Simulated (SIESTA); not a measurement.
# CoO under changes of volume

One of the cells (9.684 Å³/atom); the others are scaled copies at fixed shape and fractional positions:

```
Co O
1.0
     0.00000    2.13150    2.13150
     2.13150    0.00000    2.13150
     2.13150    2.13150    0.00000
Co O
1 1
Direct
  0.00000 0.00000 0.00000
  0.50000 0.50000 0.50000
```

* Program: SIESTA 5.4.2
* Functional: LDA
* Potentials or basis: PseudoDojo 0.4 standard (LDA files)
* Basis: DZP (energy shift 0.003 Ry; two zetas on semicore shells)
* Grid cutoff: 800 Ry
* Energy shift: 0.003 Ry
* k mesh: 8 × 8 × 8
* Occupations: fermi-dirac, width 0.05 eV
* Spin: collinear spin, ferromagnetic start
* Starting moments: [2.0, 0.0] μB

```tsv
volume (Å³/atom)	energy over the lowest point (meV/atom)	pressure (GPa)	moment (μB per cell)
9.103	0.00	-9.1	2.70
9.297	12.74	-12.5	2.78
9.490	29.83	-15.8	2.82
9.684	50.95	-18.6	2.85
9.878	75.38	-21.2	2.89
10.071	?	?	?
10.265	131.70	-25.2	2.97
```

Problem. What does the run at 10.071 Å³/atom give?

Solution. Energy over the lowest point 102.41 meV/atom; pressure -23.2 GPa; moment 2.94 μB per cell.

Worked out: A Birch-Murnaghan fit of order 3 (a polynomial in V^(-2/3)) to the other rows has no minimum within the range. It gives 102.32 meV/atom at 10.071 Å³/atom, against the run's 102.41, and -dE/dV = -23.4 GPa, against -23.2. A parabola through the other rows of the moment, of slope 0.175 μB per Å³/atom there, gives 2.93 μB, against the run's 2.94.

Energies are extrapolated to zero smearing.

Caveats: short orbitals over semicore shells can move pressures by several GPa; the basis of atomic orbitals isn't converged, which shifts pressures, moduli and gaps; a cell with one magnetic atom can't hold antiferromagnetic order, which such compounds often take.
